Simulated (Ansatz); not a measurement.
# CO2 (CO2-V): the cost of one run

Computed with Ansatz 0.2.0 (DFT PBE+D3(BJ), scalar-relativistic, plane waves, PAW, unless a step's input says otherwise).

### 1 The starting structure

It takes space group I-42d (No. 122, tetragonal). The conventional cell has a = 3.616 Å, b = 3.616 Å, c = 5.803 Å, α = 90.00°, β = 90.00°, γ = 90.00°. C (site symmetry -4) has 4 O at 1.52 Å as nearest neighbours. O (site symmetry 2) has 2 C at 1.52 Å as nearest neighbours.

As a file:

```cif
data_structure
_symmetry_space_group_name_H-M 'I-42d'
_symmetry_Int_Tables_number 122
_cell_length_a 3.6162
_cell_length_b 3.6162
_cell_length_c 5.8034
_cell_angle_alpha 90.000
_cell_angle_beta 90.000
_cell_angle_gamma 90.000
_cell_volume 75.89
loop_
_atom_site_label
_atom_site_type_symbol
_atom_site_symmetry_multiplicity
_atom_site_Wyckoff_symbol
_atom_site_fract_x
_atom_site_fract_y
_atom_site_fract_z
_atom_site_occupancy
C1 C 4 a 0.00000 0.00000 0.00000 1
O1 O 8 d 0.27000 0.25000 0.12500 1
```

### 2 Cell and atoms relaxed at 60 GPa

The input, input.yaml:

```yaml
crystal:
  lattice:
    - [-1.8081, 1.8081, 2.9017]
    - [1.8081, -1.8081, 2.9017]
    - [1.8081, 1.8081, -2.9017]
  atoms:
    - { symbol: C, position: [0.0, 0.0, 0.0] }
    - { symbol: C, position: [0.75, 0.25, 0.5] }
    - { symbol: O, position: [0.375, 0.395, 0.52] }
    - { symbol: O, position: [0.605, 0.125, 0.98] }
    - { symbol: O, position: [0.875, 0.855, 0.48] }
    - { symbol: O, position: [0.145, 0.625, 0.02] }
scf:
  occupations: { method: fixed }
output:
  forces: true
  stress: true
  eigenvalues: true
  write_density: true
  write_potential: true
  elf: true
  volumetric_format: npy
hamiltonian:
  xc: pbe
  dispersion: d3bj
basis:
  ecutwfc: 600
kpoints:
  mp_grid: { grid: [8, 8, 8] }
relax:
  f_tol: 0.003
  max_steps: 60
  cell: { stress_tol: 0.05, p_target: 60 }
```

Launch:

```bash
ansatz run input.yaml --threads 2 --pin off --max-ram 6144MiB --backend cpu --events-out ev --progress --plain --runs-dir out
```

**Question.** How long does this run take on 2 threads of Intel Xeon Platinum 8488C (Sapphire Rapids), shared host, and how much memory does it need?

About 28 s, with a peak of 0.48 GiB.
